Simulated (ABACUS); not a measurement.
Ge under changes of volume

One of the cells (22.639 Å³/atom); the others are scaled copies at fixed shape and fractional positions:

```
CELL_PARAMETERS angstrom
0.00000 2.82891 2.82891
2.82891 0.00000 2.82891
2.82891 2.82891 0.00000
ATOMIC_POSITIONS crystal
Ge 0.75000 0.75000 0.75000
Ge 0.50000 0.50000 0.50000
```

- Program: ABACUS 3.10.1
- Functional: revTPSS
- Potentials or basis: SG15 ONCV 1.2 PBE
- Cutoff: 1238 eV
- Density cutoff: 4952 eV
- Basis: plane waves
- k mesh: 5 × 5 × 5
- Occupations: fermi-dirac, width 0.05 eV
- Spin: no spin polarisation

| volume (Å³/atom) | energy over the lowest point (meV/atom) | pressure (GPa) | gap on the mesh (eV) |
| --- | --- | --- | --- |
| 21.281 | ? | ? | ? |
| 21.733 | 11.09 | 3.6 | 0.43 |
| 22.186 | 3.32 | 2.0 | 0.34 |
| 22.639 | 0.00 | 0.6 | 0.15 |
| 23.092 | 4.32 | -0.4 | none |
| 23.545 | 7.16 | -1.5 | none |
| 23.997 | 13.16 | -2.6 | none |

Question: What does the run at 21.281 Å³/atom give?

Answer: Energy over the lowest point 23.91 meV/atom; pressure 5.5 GPa; gap on the mesh 0.43 eV.

The energies don't lie on one smooth curve, so no fit is given. The run at 23.092 Å³/atom lies farthest off, from a change of basis, grid or state.

Energies are extrapolated to zero smearing.

Caveats: some runs use coarse meshes; the potentials were made for another functional, which shifts forces and pressure; an odd mesh through Γ misses points on the zone boundary, where band edges often lie (some runs). Spin-orbit coupling on Ge is left out.

A gap of «none» marks a metal or a gap under the smearing width.
